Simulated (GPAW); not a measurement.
Ti3Ni in GPAW: the effect of strain uniaxial z

The system is Ti3Ni.

```xyz
4
Lattice="3.9352 0.0000 0.0000 0.0000 3.9352 0.0000 0.0000 0.0000 3.7778" Properties=species:S:1:pos:R:3 pbc="T T T"
Ni    0.0000    0.0000    0.0000
Ti    1.9676    1.9676    0.0000
Ti    1.9676    0.0000    1.8889
Ti    0.0000    1.9676    1.8889
```

The cell comes from a database or a generator and needn't be the stable form of this composition.

Alike in all runs:

| Property | Result |
| --- | --- |
| Program | GPAW 26.7.0 |
| Task | single point |
| Functional | PBEsol |
| Potentials or basis | PAW data sets generated in the run's folder for this functional |
| Cutoff | 600 eV |
| Basis | pw |
| k mesh | 6 × 6 × 6 |
| Occupations | fermi-dirac, width 0.05 eV |
| Spin | collinear spin, ferromagnetic start |
| Starting moments | [1.0, 1.0, 1.0, 1.0] μB |
| Maxiter | 150 |

| strain uniaxial z | pressure (GPa) |
| --- | --- |
| -0.04 | 0.1 |
| -0.02 | -2.7 |
| -0.01 | -4.0 |
| 0 | -5.2 |
| 0.01 | -6.4 |
| 0.02 | -7.5 |
| 0.04 | ? |

Question: What does the run with strain uniaxial z 0.04 give?

Answer: Pressure -9.6 GPa.

Worked out: A parabola through the other rows of the pressure, of slope -94.4 GPa per unit of strain uniaxial z there, extrapolates to -9.5 GPa, against the run's -9.6.

Caveats: the density grid can change from cell to cell, which puts small steps into energies and stress; the stock nickel data set gives pressures a few GPa off other programs.
